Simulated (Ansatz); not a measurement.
Mg$_{2}$Sn: pressure against volume

Mg$_{2}$Sn, Fm-3m, a = 6.761 Å. Ansatz: r2SCAN, PAW, 500 eV, Γ-centred 10×10×10 mesh on 3 atoms, Gaussian smearing 0.01 eV; no spin polarisation. Symmetry fixes shape and atoms, so the cell is only scaled; pressure is positive in compression.

```tsv
V (Å³/atom)	P (GPa)
24.213	3.23
24.986	1.49
25.759	0.00
26.532	-1.28
27.304	?
```

Task: Take V0 = 25.759 Å³/atom, fit the third-order Birch–Murnaghan form to the other rows, and predict the missing pressure.

Result: With the Eulerian strain f = ½[(V0/V)^(2/3) − 1] and y = P/[3f(1 + 2f)^(5/2)], the form is the line y = B0 + 1.5 B0 (B0′ − 4) f. Rows (f, y): 0.02106, 46.1; 0.01026, 46.0; -0.00976, 45.9. Means f = 0.007187, y = 46.000; Σ(Δf)² = 0.0004891, ΣΔfΔy = 0.003082; the slope is their ratio. y = 45.95 + 6.301 f GPa, so B0 = 46.0 GPa and B0′ = 4 + 2 × (6.301)/(3 × 45.95) = 4.09. At V = 27.304, f = -0.01904, y = 45.83 and P = -2.38 GPa. The run gave -2.38 GPa, the same to the digits shown. The form still works here, 33 % of the fitted range beyond its end.

Cost: 5 runs of about 0.88 core-minutes in all, on Intel Xeon Platinum 8375C (Ice Lake) (shared hosts).